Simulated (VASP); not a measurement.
Crystal: FeO (Wuestite).

```xyz
2
Lattice="0.0000 2.1554 2.1554 2.1554 0.0000 2.1554 2.1554 2.1554 0.0000" Properties=species:S:1:pos:R:3 pbc="T T T"
Fe    0.0000    0.0000    0.0000
O     2.1554    2.1554    2.1554
```

* Program: VASP 6.6.1
* Task: relaxation of cell and atoms
* Functional: PBE
* Dispersion: D3(BJ)
* Potentials or basis: VASP PAW PBE potentials, release 64 (Fe, O)
* Cutoff: 600 eV
* k mesh: 10 × 10 × 10
* Occupations: fermi-dirac, width 0.05 eV
* Spin: collinear spin, ferromagnetic start
* Starting moments: [3.0, 0.0] μB

At the start: pressure -3.6 GPa; volume 10.01 Å³/atom.

Q: How do energy, volume and symmetry change on relaxing?

A: Over 3 steps the energy falls by 2.2 meV/atom and the volume is 9.82 Å³/atom (-1.9 %); space group Fm-3m (No. 225, to 0.05 Å); moment 4.00 μB per cell.

The path:
```
step  energy change (eV)  largest force (eV/Å)  pressure (GPa)  volume (Å³)
   1              0.0000                0.0000           -3.57        20.03
   2             -0.0024                0.0000            2.62        19.39
   3             -0.0045                0.0000            0.03        19.64
```

Final structure:
```
Fe O
1.0
     0.00000    2.14141    2.14141
     2.14141    0.00000    2.14141
     2.14141    2.14141    0.00000
Fe O
1 1
Direct
  0.00000 0.00000 0.00000
  0.50000 0.50000 0.50000
```

Caveat: a cell with one magnetic atom can't hold antiferromagnetic order, which such compounds often take; pairwise dispersion overbinds metals, which lowers pressure and volume.
